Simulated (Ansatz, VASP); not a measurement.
One calculation of Rb, two programs

```
Rb
1.0
     4.44370    0.00000    0.00000
    -2.22185    3.84836    0.00000
     0.00000    0.00000    7.30427
Rb
2
Direct
  0.33333 0.66667 0.25000
  0.66667 0.33333 0.75000
```

Change from the starting cell: volume scaled by 0.8, PAW files.

Alike in both runs: task single point; functional LDA; k mesh 9 × 9 × 5; occupations fermi-dirac, width 0.1 eV; no spin polarisation.

|  | VASP | Ansatz |
| --- | --- | --- |
| version | VASP 6.6.1 | Ansatz 0.2.0 |
| potentials or method | VASP PAW LDA potentials, release 64 (Rb_sv) | PAW with Ansatz's default frozen-core files, scalar-relativistic |
| plane-wave cutoff (eV) | 520 | 420 |
| valence electrons in the cell | 18 | 18 |

|  | VASP | Ansatz | Ansatz less VASP |
| --- | --- | --- | --- |
| pressure (GPa) | 1.2 | 1.2 | 0.00 |
